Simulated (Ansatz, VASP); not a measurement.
One calculation of Pd, two programs

Contents of INCAR:

```
SYSTEM = Pd
  PREC = Accurate
  ENCUT = 520
  EDIFF = 1E-6
  ISMEAR = -1
  SIGMA = 0.05
  LREAL = .FALSE.
  LASPH = .TRUE.
  NELM = 150
  ALGO = Normal
  ISIF = 2
  LWAVE = .FALSE.
  LCHARG = .FALSE.
  LMAXMIX = 4
  LDAU = .TRUE.
  LDAUTYPE = 2
  LDAUL = 2
  LDAUU = 6
  LDAUJ = 0
  LDAUPRINT = 1
  GGA = PS
  NBANDS = 11
```

KPOINTS

```
regular mesh
0
G
  19 19 19
  0 0 0
```

POSCAR

```
Pd
1.0
    0.0000000000      1.9053467386      1.9053467386
    1.9053467386      0.0000000000      1.9053467386
    1.9053467386      1.9053467386      0.0000000000
Pd
1
Direct
    0.0000000000      0.0000000000      0.0000000000
```

Input for Ansatz:

```yaml
crystal:
  lattice:
    - [0.0, 1.9053467386, 1.9053467386]
    - [1.9053467386, 0.0, 1.9053467386]
    - [1.9053467386, 1.9053467386, 0.0]
  atoms:
    - { symbol: Pd, position: [0.0, 0.0, 0.0] }
kpoints:
  mp_grid: { grid: [19, 19, 19] }
  band_path:
    path:
      - [0.0, 0.0, 0.0]
      - [0.5, 0.0, 0.5]
      - [0.625, 0.25, 0.625]
      - [0.375, 0.375, 0.75]
      - [0.0, 0.0, 0.0]
      - [0.5, 0.5, 0.5]
      - [0.5, 0.25, 0.75]
      - [0.5, 0.0, 0.5]
    npoints: 8
scf:
  occupations: { method: fermi_dirac, width: 0.05 }
  convergence: { dr2_threshold: 1.0e-11 }
hamiltonian:
  xc: pbesol
  pseudopotentials: { kind: paw }
  hubbard: { sites: [{ species: Pd, l: d, u_eff: 6.0 }], double_counting: fll }
output:
  forces: true
  stress: true
  eigenvalues: true
  populations: true
  write_density: true
  write_potential: true
  elf: true
  volumetric_format: npy
```

Alike in both runs: task single point; functional PBEsol; k mesh 19 × 19 × 19; occupations fermi-dirac, width 0.05 eV; no spin polarisation; Hubbard terms Pd d U = 6.0 eV.

|  | VASP | Ansatz |
| --- | --- | --- |
| version | VASP 6.6.1 | Ansatz 0.2.0 |
| potentials or method | VASP PAW PBE potentials, release 64 (Pd) | PAW with Ansatz's default frozen-core files, scalar-relativistic |
| plane-wave cutoff (eV) | 520 | 420 |
| valence electrons in the cell | 10 | 18 |

```csv
,VASP,Ansatz,Ansatz less VASP
gap on the k mesh at the Fermi level (eV),none,none,-
pressure (GPa),-12.4,15.4,+27.75
```

The programs project onto different local orbitals, so the same U acts differently. A gap of «none» marks a metal or a gap that the smearing closes. The two sets of potentials don't hold the same shells in valence. Ansatz warned: «filled_band_counts_differ_across_k_points».

Caveats: the PAW data sets were made with another functional, which shifts forces and pressure a little (VASP); U without spin polarisation on a metal has little footing; the U is typed as a test and isn't derived for this compound.
